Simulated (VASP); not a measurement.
# Ru (P6_3/mmc) in VASP: a series of runs

The runs below take Ru through single point, with PBEsol, r2SCAN.

Program: VASP 6.6.1. These are calculated values, not measurements. Logs are shortened: lines on timing, memory, paths and dates and some standing lists are left out, and cuts for length are marked.

## 1. The structure

Symmetry: P6_3/mmc, No. 194, hexagonal system. Conventional cell: a = 2.689 Å, b = 2.689 Å, c = 4.252 Å, α = 90.00°, β = 90.00°, γ = 120.00°. Around Ru (site symmetry -6m2) lie 12 Ru at 2.63 to 2.69 Å.

## 2. Single point, PBEsol

Input file INCAR:

```
PREC = Accurate
ENCUT = 520
EDIFF = 1E-6
ISMEAR = 0
SIGMA = 0.5
LREAL = F
LASPH = T
NELM = 60
ALGO = Normal
ISIF = 2
LWAVE = F
LCHARG = F
GGA = PS
```

Input file KPOINTS:

```
Automatic mesh
0
Gamma
  18 18 10
```

Input file POSCAR:

```
Ru
1.0
    2.6892300000      0.0000000000      0.0000000000
   -1.3446200000      2.3289400000      0.0000000000
    0.0000000000      0.0000000000      4.2520100000
Ru
2
Direct
    0.3333300000      0.6666700000      0.2500000000
    0.6666700000      0.3333300000      0.7500000000
```

Potentials or basis: VASP PAW PBE potentials, release 64 (Ru_pv).

The run is started by

```sh
$ cat potpaw_PBE.64/Ru_pv/POTCAR > POTCAR
$ mpirun -np 1 vasp_std > vasp.out
```

OUTCAR:

```text
PREC = Accurate
   ENCUT = 520
   EDIFF = 1E-6
   ISMEAR = 0
   LREAL = F
   LASPH = T
   NELM = 60
   ISIF = 2
   GGA = PS

 ion  position               nearest neighbor table
   1  0.333  0.667  0.250-   2 2.63   2 2.63   2 2.63   2 2.63   2 2.63   2 2.63
   2  0.667  0.333  0.750-   1 2.63   1 2.63   1 2.63   1 2.63   1 2.63   1 2.63

  LATTYP: Found a hexagonal cell.
 ALAT       =     2.6892300000
 C/A-ratio  =     1.5811254523

  Lattice vectors:

 A1 = (   2.6892300000,   0.0000000000,   0.0000000000)
 A2 = (  -1.3446200000,   2.3289400000,   0.0000000000)
 A3 = (   0.0000000000,   0.0000000000,   4.2520100000)

Analysis of symmetry for initial positions (statically):
=====================================================================
 Subroutine PRICEL returns:
 Original cell was already a primitive cell.

 Routine SETGRP: Setting up the symmetry group for a
 hexagonal supercell.

 Subroutine GETGRP returns: Found  8 space group operations
 (whereof  4 operations were pure point group operations)
 out of a pool of 24 trial point group operations.

The static configuration has the point symmetry C_2h.
 The point group associated with its full space group is D_2h.

Analysis of symmetry for dynamics (positions and initial velocities):
=====================================================================
 Subroutine PRICEL returns:
 Original cell was already a primitive cell.

 Routine SETGRP: Setting up the symmetry group for a
 hexagonal supercell.

 Subroutine GETGRP returns: Found  8 space group operations
 (whereof  4 operations were pure point group operations)
 out of a pool of 24 trial point group operations.

The dynamic configuration has the point symmetry C_2h.
 The point group associated with its full space group is D_2h.

 Subroutine INISYM returns: Found  8 space group operations
 (whereof  4 operations are pure point group operations),
 and found     1 'primitive' translations

----------------------------------------------------------------------------------------

                                     Primitive cell

  volume of cell :      26.6306

  direct lattice vectors                    reciprocal lattice vectors
     2.689230000  0.000000000  0.000000000     0.371853653  0.214690743  0.000000000
    -1.344620000  2.328940000  0.000000000     0.000000000  0.429379890  0.000000000
     0.000000000  0.000000000  4.252010000     0.000000000  0.000000000  0.235182890

  length of vectors
     2.689230000  2.689231204  4.252010000     0.429380082  0.429379890  0.235182890

  position of ions in fractional coordinates (direct lattice)
     0.333330000  0.666670000  0.250000000
     0.666670000  0.333330000  0.750000000

  ion indices of the primitive-cell ions
   primitive index   ion index
                 1           1
                 2           2

----------------------------------------------------------------------------------------

 KPOINTS: Automatic mesh

Automatic generation of k-mesh.
 Grid dimensions read from file:
 generate k-points for:   18   18   10

 Generating k-lattice:

  Cartesian coordinates                     Fractional coordinates (reciprocal lattice)
     0.020658536  0.011927264  0.000000000     0.055555556  0.000000000  0.000000000
     0.000000000  0.023854438  0.000000000     0.000000000  0.055555556  0.000000000
     0.000000000  0.000000000  0.023518289     0.000000000  0.000000000  0.100000000

  Length of vectors
     0.023854449  0.023854438  0.023518289

  Shift w.r.t. Gamma in fractional coordinates (k-lattice)
     0.000000000  0.000000000  0.000000000

 Subroutine IBZKPT returns following result:
 ===========================================

 Found    546 irreducible k-points:

 Following reciprocal coordinates:
            Coordinates               Weight
  0.000000  0.000000  0.000000      1.000000
  0.055556 -0.000000  0.000000      4.000000
 -0.055556  0.055556  0.000000      2.000000
  0.111111 -0.000000  0.000000      4.000000
 -0.111111  0.111111  0.000000      2.000000
  0.166667  0.000000  0.000000      4.000000
[... 16 lines left out ...]
 -0.055556  0.166667  0.000000      4.000000
 -0.166667  0.111111  0.000000      4.000000
 [... further k-points ...]
   k-points           NKPTS =    546   k-points in BZ     NKDIM =    546   number of bands    NBANDS=     18
   number of dos      NEDOS =    301   number of ions     NIONS =      2
   total plane-waves  NPLWV =  12800
   dimension x,y,z NGX =    20 NGY =   20 NGZ =   32
   dimension x,y,z NGXF=    40 NGYF=   40 NGZF=   64
   ions per type =               2
   NGX,Y,Z   is equivalent  to a cutoff of  12.36, 12.36, 12.51 a.u.
   NGXF,Y,Z  is equivalent  to a cutoff of  24.73, 24.73, 25.02 a.u.
 SYSTEM =  unknown system
   PREC   = accura    normal or accurate (medium, high low for compatibility)
   ISTART =      0    job   : 0-new  1-cont  2-samecut
   ICHARG =      2    charge: 1-file 2-atom 10-const
   ISPIN  =      1    spin polarized calculation?
   LNONCOLLINEAR =      F non collinear calculations
   LSORBIT =      F    spin-orbit coupling
   LASPH  =      T    aspherical Exc in radial PAW
   ENCUT  =  520.0 eV  38.22 Ry    6.18 a.u.   5.00  5.00  7.91*2*pi/ulx,y,z
   NELM   =     60;   NELMIN=  2; NELMDL= -5     # of ELM steps
   EDIFF  = 0.1E-05   stopping-criterion for ELM
   LREAL  =      F    real-space projection
   EDIFFG = 0.1E-04   stopping-criterion for IOM
   NSW    =      0    number of steps for IOM
   IBRION =     -1    ionic relax: 0-MD 1-quasi-New 2-CG
   NFREE  =      0    steps in history (QN), initial steepest desc. (CG)
   ISIF   =      2    stress and relaxation
   ISYM   =      2    0-nonsym 1-usesym 2-fastsym
   POTIM  = 0.5000    time-step for ionic-motion
   TEBEG  =    0.0;   TEEND  =   0.0 temperature during run
   PSTRESS=    0.0 pullay stress
   NELECT =      28.0000    total number of electrons
   NUPDOWN=      -1.0000    fix difference up-down
   EMIN   =  10.00;   EMAX   =-10.00  energy-range for DOS
   EFERMI =   0.00;   METHOD = LEGACY
   ISMEAR =     0;   SIGMA  =   0.50  broadening in eV -4-tet -1-fermi 0-gaus
   EFERMI_NEDOS =   21; number of points for ismear=-14 and -15
   IALGO  =     38    algorithm
   IMIX   =      4    mixing-type and parameters
     AMIX     =   0.40;   BMIX     =  1.00
     AMIX_MAG =   1.60;   BMIX_MAG =  1.00
  volume/ion in A,a.u.               =      13.32        89.86
  Fermi-wavevector in a.u.,A,eV,Ry     =   1.664692  3.145813 37.704476  2.771201
  Thomas-Fermi vector in A             =   2.751192
   LORBIT       =      0    0 simple, 1 ext, 2 COOP (PROOUT), +10 PAW based schemes
   GGA     = PS    functional components
   LHFCALC =     F    Hartree Fock is set to
   AEXX    =    0.0000 exact exchange contribution
   IVDW    =     0    specifies the selected vdW correction
   LEPSILON=     F    determine dielectric tensor
   LRPA    =     F    only Hartree local field effects (RPA)
 non-spin polarized calculation
 Gauss-broadening in eV      SIGMA  =   0.50
  energy-cutoff  :      520.00
  volume of cell :       26.63
 maximum number of plane-waves:       738
   NGX =  9   NGY =  9   NGZ = 15

 number of electron      27.9999997 magnetization

 Free energy of the ion-electron system (eV)
  ---------------------------------------------------
  ext. energy  EPLUGINS =         0.00000000
  ---------------------------------------------------
  free energy    TOTEN  =       -20.44216671 eV

  energy without entropy =      -20.23826663  energy(sigma->0) =      -20.34021667

 E-fermi :  13.0767     XC(G=0): -14.4007

 val. band max:       13.0566585471   @ k =   0.4444   0.1111   0.5000
 cond. band min:      13.0797397792   @ k =   0.2222   0.1111   0.1000
 fundamental gap:      0.0230812322
 Fermi energy:        13.0766849578

 k-point     1 :       0.0000    0.0000    0.0000
  band No.  band energies     occupation
      1     -30.6149      2.00000
      2     -29.6112      2.00000
      3     -29.6111      2.00000
      4     -29.4286      2.00000
      5     -29.4286      2.00000
      6     -29.3859      2.00000
[... 10 lines left out ...]
     17      14.2927      0.00058
     18      14.3256      0.00041

 k-point     2 :       0.0556   -0.0000    0.0000
  band No.  band energies     occupation
      1     -30.6035      2.00000
      2     -29.6354      2.00000
      3     -29.6194      2.00000
      4     -29.4540      2.00000
      5     -29.4319      2.00000
      6     -29.3912      2.00000
[... 10 lines left out ...]
     17      14.3399      0.00035
     18      15.6026      0.00000

 k-point     3 :      -0.0556    0.0556    0.0000
  band No.  band energies     occupation
      1     -30.6035      2.00000
      2     -29.6354      2.00000
      3     -29.6194      2.00000
      4     -29.4540      2.00000
      5     -29.4319      2.00000
      6     -29.3912      2.00000
[... 10 lines left out ...]
     17      14.3400      0.00035
     18      15.6025      0.00000

 k-point     4 :       0.1111   -0.0000    0.0000
  band No.  band energies     occupation
      1     -30.5702      2.00000
      2     -29.7051      2.00000
      3     -29.6426      2.00000
      4     -29.5262      2.00000
      5     -29.4415      2.00000
      6     -29.4069      2.00000
[... 375 lines left out ...]
      4     -29.5775      2.00000
      5     -29.4565      2.00000
      6     -29.4227      2.00000
[... 10 lines left out ...]
     17      14.5373      0.00004
     18      17.9156      0.00000

 k-point    23 :      -0.0556    0.1667    0.0000
  band No.  band energies     occupation
      1     -30.5379      2.00000
      2     -29.7632      2.00000
      3     -29.6817      2.00000
      4     -29.5775      2.00000
      5     -29.4565      2.00000
      6     -29.4227      2.00000
[... 10 lines left out ...]
     17      14.5374      0.00004
     18      17.9156      0.00000

 k-point    24 :      -0.1667    0.1111    0.0000
  band No.  band energies     occupation
      1     -30.5379      2.00000
      2     -29.7632      2.00000
      3     -29.6817      2.00000
      4     -29.5775      2.00000
      5     -29.4565      2.00000
      6     -29.4227      2.00000
[... 10 lines left out ...]
     17      14.5374      0.00004
     18      17.9155      0.00000

 [... further k-points ...]

------------------------ aborting loop because EDIFF is reached ----------------------------------------

  FORCE on cell =-STRESS in cart. coord.  units (eV):
  Direction    XX          YY          ZZ          XY          YZ          ZX
  --------------------------------------------------------------------------------------
  -------------------------------------------------------------------------------------
  Total        0.1779114      0.1780600      0.1122207      0.0001285      0.0000000      0.0000000
  in kB       10.7036978     10.7126377      6.7515400      0.0077310      0.0000000      0.0000000
  external PRESSURE =       9.3892919 kB  Pullay stress =       0.0000000 kB

 VOLUME and BASIS-vectors are now :
 -----------------------------------------------------------------------------
  energy-cutoff  :      520.00
  volume of cell :       26.63
      direct lattice vectors                 reciprocal lattice vectors
     2.689230000  0.000000000  0.000000000     0.371853653  0.214690743  0.000000000
    -1.344620000  2.328940000  0.000000000     0.000000000  0.429379890  0.000000000
     0.000000000  0.000000000  4.252010000     0.000000000  0.000000000  0.235182890

 POSITION                                       TOTAL-FORCE (eV/Angst)
 -----------------------------------------------------------------------------------
     -0.00002      1.55263      1.06300         0.000201     -0.000116      0.000000
      1.34463      0.77631      3.18901        -0.000201      0.000116     -0.000000
 -----------------------------------------------------------------------------------
    total drift:                                0.000000     -0.000000      0.000000

  FREE ENERGIE OF THE ION-ELECTRON SYSTEM (eV)
  ---------------------------------------------------
  free  energy   TOTEN  =       -20.4421667061 eV

  energy  without entropy=      -20.2382666348  energy(sigma->0) =      -20.34021667
```

It took 68 s on 1 thread of Intel Xeon 6975P-C (Granite Rapids), shared host; peak memory 0.31 GiB.

What came out:

```yaml
Free_energy: -20.4422 eV
Pressure: 0.9 GPa
Band_gap_on_the_k_mesh: none (metal or under the smearing width)
```

Levels at points of the mesh, in eV from the Fermi level:
```csv
k point,band 11,band 12,band 13,band 14,band 15,band 16,band 17,band 18
"(0.00, 0.00, 0.00)",-2.51,-1.99,-1.99,-1.45,-1.45,1.22,1.22,1.25
"(0.50, 0.00, 0.00)",-2.15,-1.88,-1.58,1.47,1.91,1.99,4.15,6.22
"(0.50, 0.50, 0.00)",-2.15,-1.88,-1.58,1.47,1.91,1.99,4.15,6.22
"(0.00, 0.00, 0.50)",-2.87,-2.87,-2.81,-2.81,0.56,0.56,0.56,0.56
"(0.50, 0.00, 0.50)",-1.11,-1.11,0.43,0.43,1.74,1.74,3.43,3.43
"(0.50, 0.50, 0.50)",-1.11,-1.11,0.43,0.43,1.74,1.74,3.43,3.43
```

Caveat: the PAW data sets were made with another functional, which shifts forces and pressure a little.

(Part 1 of 2 ends here.)
